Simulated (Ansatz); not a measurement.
# Al: equation of state with PBE

The system is Al.

```
Al
1.0
    -1.59122    1.59122    1.59122
     1.59122   -1.59122    1.59122
     1.59122    1.59122   -1.59122
Al
1
Direct
  0.00000 0.00000 0.00000
```

This isn't the form of Al at room conditions, which is fcc.

```json
{
  "Program": "Ansatz 0.2.0",
  "Task": "equation of state",
  "Functional": "PBE",
  "Potentials or basis": "all-electron LAPW, scalar-relativistic",
  "Basis error allowed": "0.0005 eV/atom",
  "k mesh": "12 × 12 × 12",
  "Occupations": "fermi-dirac, width 0.05 eV",
  "Spin": "no spin polarisation"
}
```

```
Equilibrium volume                      : 16.94 Å³/atom
Bulk modulus                            : 70 GPa
Pressure derivative of the bulk modulus : 3.9
```

Energy against volume, from the lowest point:
```
volume (Å³/atom)  energy (meV/atom)
          15.149              49.05
          15.471              31.78
          15.793              18.62
          16.116               9.17
          16.438               3.12
          16.760               0.15
          17.083               0.00
```

All runs of the series together: 17 s on 1 thread of Arm Neoverse V1, on a shared host.
